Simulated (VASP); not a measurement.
Crystal: ZnS.

```xyz
2
Lattice="0.0000 2.6937 2.6937 2.6937 0.0000 2.6937 2.6937 2.6937 0.0000" Properties=species:S:1:pos:R:3 pbc="T T T"
Zn    0.0000    0.0000    0.0000
S     4.0405    4.0405    4.0405
```

The cell is a database's computed one.

| Property | Result |
| --- | --- |
| Program | VASP 6.6.1 |
| Task | relaxation of cell and atoms |
| Functional | RPBE |
| Potentials or basis | VASP PAW PBE potentials, release 64 (Zn, S) |
| Cutoff | 600 eV |
| k mesh | 10 × 10 × 10 |
| Occupations | gaussian, width 0.02 eV |
| Spin | no spin polarisation |

At the start: pressure 5.1 GPa; volume 19.55 Å³/atom.

Q: How do energy, volume and symmetry change on relaxing?

A: Over 3 steps the energy falls by 21.1 meV/atom and the volume is 20.96 Å³/atom (+7.2 %); space group F-43m (No. 216, to 0.05 Å).

The path:
```
step  energy change (eV)  largest force (eV/Å)  pressure (GPa)  volume (Å³)
   1              0.0000                0.0000            5.09        39.09
   2             -0.0396                0.0000           -1.08        42.71
   3             -0.0422                0.0000            0.02        41.92
```

Final structure:
```xyz
2
Lattice="0.0000 2.7572 2.7572 2.7572 0.0000 2.7572 2.7572 2.7572 0.0000" Properties=species:S:1:pos:R:3 pbc="T T T"
Zn    0.0000    0.0000    0.0000
S     4.1358    4.1358    4.1358
```

Caveat: the PAW data sets were made with another functional, which shifts forces and pressure a little.
